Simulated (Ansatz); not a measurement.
AlP squeezed and stretched

A database entry relaxed whole under r2SCAN (F-43m):

```yaml
crystal:
  lattice:
    - [0.00000, 2.73913, 2.73913]
    - [2.73913, 0.00000, 2.73913]
    - [2.73913, 2.73913, 0.00000]
  atoms:
    - { symbol: Al, position: [0.00000, 0.00000, 0.00000] }
    - { symbol: P, position: [0.25000, 0.25000, 0.25000] }
```

The cell was scaled uniformly, its shape held, and the atoms relaxed at each volume with plane-wave PAW DFT (Ansatz 0.2.0; r2SCAN, 500 eV, 10×10×10 Γ-centred mesh, fermi-dirac occupations of width 0.020 eV; no spin, no spin-orbit coupling). One row is withheld.

```tsv
volume (Å³/atom)	energy over the lowest (meV/atom)	pressure (GPa)	gap over mesh and path (eV)
19.318	23.2	6.35	1.806
19.729	10.0	4.02	1.848
20.140	?	?	?
20.551	0.0	0.00	1.925
20.962	2.2	-1.72	1.960
21.373	8.7	-3.27	1.992
21.784	18.9	-4.67	2.023
```

**Question.** Fit the pressures of the other rows to the third-order Birch-Murnaghan form.

**Answer.** With f = [(V₀/V)^(2/3) − 1]/2 and P = 3B₀f(1 + 2f)^(5/2)[1 + 3(B₀′ − 4)f/2], least squares gives V₀ = 20.55 Å³ an atom, B₀ = 90.4 GPa and B₀′ = 4.1; the rows miss the fit by less than 0.01 GPa. The slope of the energies differs from these pressures by less than 0.05 GPa.

**Question.** How does the gap move with volume?

**Answer.** A parabola in ln(V/V₀) through the other rows has the slope dE_g/d ln V = +1.8 eV at V₀, so by B₀ the gap moves by -20 meV a GPa: it narrows under pressure.

**Question.** What does the withheld row hold?

**Answer.** The fit gives 1.91 GPa at 20.140 Å³; the run gave 1.91 GPa and 2.4 meV an atom. Its gap is 1.888 eV, against 1.888 eV from the parabola.

Caveats: the shape of the cell was held; 0 K, fixed nuclei; the symmetry was kept, and this need not be the phase that is stable at 0 K; one mesh for all volumes; r2SCAN gaps lie as a rule under measured ones; the slope of the gap can be off by tens of per cent, more where shallow d levels or spin-orbit coupling act on the edges; pressure is positive in compression.
